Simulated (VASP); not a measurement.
# Ca (Immm) in VASP: a series of runs

Runs on Ca. Level: PBE. Tasks: single point.

Everything below comes from runs of VASP 6.6.1. Logs are shortened: lines on timing, memory, paths and dates and some standing lists are left out, and cuts for length are marked.

## Step 1: Starting point

Symmetry: Immm, No. 71, orthorhombic system. Conventional cell: a = 4.193 Å, b = 4.203 Å, c = 4.891 Å, α = 90.00°, β = 90.00°, γ = 90.00°. Around Ca (site symmetry mmm) lie 12 Ca at 3.85 to 4.20 Å.

This isn't the form of Ca at room conditions, which is fcc.

## Step 2: Single point, PBE

INCAR

```
PREC     = Normal         # precision mode
ENCUT    = 400            # plane-wave cutoff, eV
EDIFF    = 1E-4           # SCF threshold, eV
ISMEAR   = 1              # smearing method
SIGMA    = 0.1            # smearing width, eV
LREAL    = Auto         
LASPH    = True           # aspherical terms in the spheres
NELM     = 100            # most SCF steps
ALGO     = Normal         # electronic algorithm
ISIF     = 2              # what is computed and relaxed
LWAVE    = False          # write WAVECAR
LCHARG   = False          # write CHGCAR
GGA      = PE             # functional
ADDGRID  = False
```

KPOINTS

```
Automatic mesh
0
Gamma
  12 12 12
```

POSCAR

```
Ca
1.0
   -2.1296130000      2.1366080000      2.5183870000
    2.0452440000     -2.1127450000      2.4255450000
    2.0940060000      2.0772270000     -2.4978770000
Ca
1
Direct
    0.5036690000      0.4760610000     -0.0172770000
```

Potentials or basis: VASP PAW PBE potentials, release 64 (Ca_pv).

Command:

```sh
cat potpaw_PBE.64/Ca_pv/POTCAR > POTCAR
mpirun -np 1 vasp_std > vasp.out
```

OUTCAR:

```text
PREC = Normal
   ENCUT = 400
   EDIFF = 1E-4
   ISMEAR = 1
   LREAL = Auto
   LASPH = True
   NELM = 100
   ISIF = 2
   GGA = PE

 Found    868 irreducible k-points:

 Following reciprocal coordinates:
            Coordinates               Weight
  0.000000  0.000000  0.000000      1.000000
  0.083333  0.000000  0.000000      2.000000
  0.166667 -0.000000  0.000000      2.000000
  0.250000 -0.000000  0.000000      2.000000
  0.333333 -0.000000  0.000000      2.000000
  0.416667  0.000000  0.000000      2.000000
   k-points           NKPTS =    868   k-points in BZ     NKDIM =    868   number of bands    NBANDS=      8
   number of dos      NEDOS =    301   number of ions     NIONS =      1
   total plane-waves  NPLWV =   8000
   dimension x,y,z NGX =    20 NGY =   20 NGZ =   20
   dimension x,y,z NGXF=    40 NGYF=   40 NGZF=   40
   ions per type =               1
   NGX,Y,Z   is equivalent  to a cutoff of   8.46,  8.72,  8.60 a.u.
   NGXF,Y,Z  is equivalent  to a cutoff of  16.92, 17.45, 17.20 a.u.
 SYSTEM =  unknown system
   PREC   = normal    normal or accurate (medium, high low for compatibility)
   ISTART =      0    job   : 0-new  1-cont  2-samecut
   ICHARG =      2    charge: 1-file 2-atom 10-const
   ISPIN  =      1    spin polarized calculation?
   LNONCOLLINEAR =      F non collinear calculations
   LSORBIT =      F    spin-orbit coupling
   LASPH  =      T    aspherical Exc in radial PAW
   ENCUT  =  400.0 eV  29.40 Ry    5.42 a.u.   6.41  6.22  6.30*2*pi/ulx,y,z
   NELM   =    100;   NELMIN=  2; NELMDL= -5     # of ELM steps
   EDIFF  = 0.1E-03   stopping-criterion for ELM
   LREAL  =      T    real-space projection
   EDIFFG = 0.1E-02   stopping-criterion for IOM
   NSW    =      0    number of steps for IOM
   IBRION =     -1    ionic relax: 0-MD 1-quasi-New 2-CG
   NFREE  =      0    steps in history (QN), initial steepest desc. (CG)
   ISIF   =      2    stress and relaxation
   ISYM   =      2    0-nonsym 1-usesym 2-fastsym
   POTIM  = 0.5000    time-step for ionic-motion
   TEBEG  =    0.0;   TEEND  =   0.0 temperature during run
   PSTRESS=    0.0 pullay stress
   NELECT =       8.0000    total number of electrons
   NUPDOWN=      -1.0000    fix difference up-down
   EMIN   =  10.00;   EMAX   =-10.00  energy-range for DOS
   EFERMI =   0.00;   METHOD = LEGACY
   ISMEAR =     1;   SIGMA  =   0.10  broadening in eV -4-tet -1-fermi 0-gaus
   EFERMI_NEDOS =   21; number of points for ismear=-14 and -15
   IALGO  =     38    algorithm
   IMIX   =      4    mixing-type and parameters
     AMIX     =   0.40;   BMIX     =  1.00
     AMIX_MAG =   1.60;   BMIX_MAG =  1.00
  volume/ion in A,a.u.               =      43.10       290.85
  Fermi-wavevector in a.u.,A,eV,Ry     =   0.933859  1.764737 11.865531  0.872092
  Thomas-Fermi vector in A             =   2.060604
   LORBIT       =      0    0 simple, 1 ext, 2 COOP (PROOUT), +10 PAW based schemes
   GGA     = PE    functional components
   LHFCALC =     F    Hartree Fock is set to
   AEXX    =    0.0000 exact exchange contribution
   IVDW    =     0    specifies the selected vdW correction
   LEPSILON=     F    determine dielectric tensor
   LRPA    =     F    only Hartree local field effects (RPA)
 non-spin polarized calculation
 Methfessel and Paxton  Order N= 1 SIGMA  =   0.10
  energy-cutoff  :      400.00
  volume of cell :       43.10
 maximum number of plane-waves:       795
   NGX = 13   NGY = 13   NGZ = 13

 number of electron       7.9999999 magnetization

 Free energy of the ion-electron system (eV)
  ---------------------------------------------------
  ext. energy  EPLUGINS =         0.00000000
  ---------------------------------------------------
  free energy    TOTEN  =        -1.90589952 eV

  energy without entropy =       -1.90523594  energy(sigma->0) =       -1.90567832

 E-fermi :   2.1369     XC(G=0):  -7.6330

 val. band max:        2.1348452704   @ k =   0.3333   0.2500   0.0833
 cond. band min:       2.1369899522   @ k =   0.0833   0.3333   0.2500
 fundamental gap:      0.0021446818
 Fermi energy:         2.1369435572

 k-point     1 :       0.0000    0.0000    0.0000
  band No.  band energies     occupation
      1     -20.8699      2.00000
      2     -20.8637      2.00000
      3     -20.8521      2.00000
      4      -1.8721      2.00000
      5       4.2170      0.00000
      6       4.3435      0.00000
      7       4.9487      0.00000
      8       4.9784      0.00000

 k-point     2 :       0.0833    0.0000    0.0000
  band No.  band energies     occupation
      1     -20.8728      2.00000
      2     -20.8689      2.00000
      3     -20.8550      2.00000
      4      -1.7564      2.00000
      5       4.1713      0.00000
      6       4.3556      0.00000
      7       4.9351      0.00000
      8       4.9576      0.00000

 k-point     3 :       0.1667   -0.0000    0.0000
  band No.  band energies     occupation
      1     -20.8929      2.00000
      2     -20.8764      2.00000
      3     -20.8573      2.00000
      4      -1.4168      2.00000
      5       3.9472     -0.00000
      6       4.3308      0.00000
      7       4.9150      0.00000
      8       5.0591      0.00000

 k-point     4 :       0.2500   -0.0000    0.0000
  band No.  band energies     occupation
      1     -20.9249      2.00000
      2     -20.8839      2.00000
      3     -20.8583      2.00000
      4      -0.8766      2.00000
      5       3.5247     -0.00000
      6       4.2046      0.00000
      7       4.9469      0.00000
      8       5.3573      0.00000

 k-point     5 :       0.3333   -0.0000    0.0000
  band No.  band energies     occupation
      1     -20.9571      2.00000
      2     -20.8914      2.00000
      3     -20.8588      2.00000
      4      -0.1788      2.00000
      5       2.9892     -0.00000
      6       4.0490     -0.00000
      7       4.9375      0.00000
      8       5.6754      0.00000

 k-point     6 :       0.4167    0.0000    0.0000
  band No.  band energies     occupation
      1     -20.9806      2.00000
      2     -20.8968      2.00000
      3     -20.8592      2.00000
      4       0.5959      2.00000
      5       2.3798     -0.00316
      6       3.9333     -0.00000
      7       4.8844      0.00000
      8       5.7980      0.00000

 [... further k-points ...]
[... 5 lines left out ...]
  --------------------------------------------------------------------------------------
  -------------------------------------------------------------------------------------
  Total       -0.0688228     -0.0994176      0.0242471      0.0424908     -0.0297218      0.0977554
  in kB       -2.5584209     -3.6957505      0.9013615      1.5795523     -1.1048795      3.6339610
  external PRESSURE =      -1.7842700 kB  Pullay stress =       0.0000000 kB

 VOLUME and BASIS-vectors are now :
 -----------------------------------------------------------------------------
  energy-cutoff  :      400.00
  volume of cell :       43.10
      direct lattice vectors                 reciprocal lattice vectors
    -2.129613000  2.136608000  2.518387000     0.005544617  0.236380961  0.201221828
     2.045244000 -2.112745000  2.425545000     0.245206417  0.001067158  0.206447491
     2.094006000  2.077227000 -2.497877000     0.243696023  0.239358134  0.003003396

 POSITION                                       TOTAL-FORCE (eV/Angst)
 -----------------------------------------------------------------------------------
      1.95887      2.11169     -0.03158        -0.000000      0.000000      0.000000
 -----------------------------------------------------------------------------------
    total drift:                               -0.000025      0.000019     -0.000002

  FREE ENERGIE OF THE ION-ELECTRON SYSTEM (eV)
  ---------------------------------------------------
  free  energy   TOTEN  =        -1.9058995157 eV

  energy  without entropy=       -1.9052359410  energy(sigma->0) =       -1.90567832
```

stdout:

```text
POSCAR found type information on POSCAR Ca
 POSCAR found :  1 types and       1 ions
 scaLAPACK will be used
 -----------------------------------------------------------------------------
|                                                                             |
|                                                                             |
|     You have a (more or less) 'small supercell' and for smaller cells       |
|     it is recommended to use the reciprocal-space projection scheme!        |
|     The real-space optimization is not efficient for small cells and it     |
|     is also less accurate ...                                               |
|     Therefore, set LREAL=.FALSE. in the INCAR file.                         |
|                                                                             |
 -----------------------------------------------------------------------------

 LDA part: xc-table for (Slater+PW92), standard interpolation
 POSCAR, INCAR and KPOINTS ok, starting setup
 FFT: planning ... GRIDC
 FFT: planning ... GRID_SOFT
 FFT: planning ... GRID
 WAVECAR not read
 entering main loop
```

Wall time 56 s (1 thread of Intel Xeon Platinum 8488C (Sapphire Rapids), shared host); peak memory 0.22 GiB.

The run converged, but some of its settings lie outside the range that counts as converged, so its numbers aren't taken as properties of the crystal.

What came out:

```
Free energy            : -1.9059 eV
Pressure               : -0.2 GPa
Band gap on the k mesh : none (metal or under the smearing width)
```

## Step 3: Single point, PBE

This run uses another cell than the first one, of the same volume but with other edges.

INCAR

```
PREC     = Accurate       # precision mode
ENCUT    = 300            # plane-wave cutoff, eV
EDIFF    = 1E-6           # SCF threshold, eV
ISMEAR   = 1              # smearing method
SIGMA    = 0.1            # smearing width, eV
LREAL    = False          # projectors in reciprocal space
LASPH    = True           # aspherical terms in the spheres
NELM     = 100            # most SCF steps
ALGO     = Normal         # electronic algorithm
ISIF     = 2              # what is computed and relaxed
LWAVE    = False          # write WAVECAR
LCHARG   = False          # write CHGCAR
GGA      = PE             # functional
ADDGRID  = False
```

KPOINTS

```
Automatic mesh
0
Gamma
  14 14 14
```

POSCAR

```
Ca
1.0
   -2.0964874600      2.1017318100      2.4453524600
    2.0964874600     -2.1017318100      2.4453524600
    2.0964874600      2.1017318100     -2.4453524600
Ca
1
Direct
    0.5000000000      0.5000000000      0.0000000000
```

Potentials or basis: VASP PAW PBE potentials, release 64 (Ca_pv).

Command:

```sh
cat potpaw_PBE.64/Ca_pv/POTCAR > POTCAR
mpirun -np 1 vasp_std > vasp.out
```

It took 21 s on 1 thread of Intel Xeon Platinum 8488C (Sapphire Rapids), shared host; peak memory 0.19 GiB.

The run converged, but some of its settings lie outside the range that counts as converged, so its numbers aren't taken as properties of the crystal.

What came out:

```yaml
Free_energy: -1.9082 eV
Pressure: -0.4 GPa
Band_gap_on_the_k_mesh: none (metal or under the smearing width)
```
